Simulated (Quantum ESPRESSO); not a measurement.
SnSe2, 3 atoms in the cell. The structure is trigonal, space group P-3m1 (No. 164). Conventional cell: a = 3.811 Å, b = 3.811 Å, c = 6.136 Å, α = 90.00°, β = 90.00°, γ = 120.00°. Sn (site symmetry -3m) has 6 Se at 2.68 Å as nearest neighbours. Se (site symmetry 3m) has 3 Sn at 2.68 Å as nearest neighbours. 

- Program: Quantum ESPRESSO 7.5
- Task: band structure
- Functional: PBEsol
- Potentials or basis: PseudoDojo 0.4 FR PBEsol standard
- Cutoff: 1170 eV
- Density cutoff: 4680 eV
- k mesh: 8 × 8 × 5
- Occupations: fermi-dirac, width 0.05 eV
- Spin: spin-orbit coupling, no magnetisation
- Mixing beta: 0.5
- Most SCF iterations: 120
- SCF threshold: 6e-10 Ry

Potentials or basis: PseudoDojo 0.4 FR PBEsol standard.

Launch:

```bash
$ OMP_NUM_THREADS=1 mpirun -n 2 pw.x -nk 2 -in pw.in > pw.out
$ OMP_NUM_THREADS=1 mpirun -n 1 pp.x -in pp_density.in > pp_density.out
$ OMP_NUM_THREADS=1 mpirun -n 1 pp.x -in pp_potential.in > pp_potential.out
$ OMP_NUM_THREADS=1 mpirun -n 2 pw.x -nk 2 -in bands.in > bands.out
```

Hardware: 2 MPI ranks on Intel(R) Xeon(R) Platinum 8488C (Sapphire Rapids), on a shared host.

Q: Estimate the wall time of this run.

A: Wall time 11 min on 2 MPI ranks on Intel(R) Xeon(R) Platinum 8488C (Sapphire Rapids), with other jobs on the host, peak memory 1.1 GiB a rank. Counts: scf iterations 9, k pools 2, bands 64, k points 40, g dense 56157.
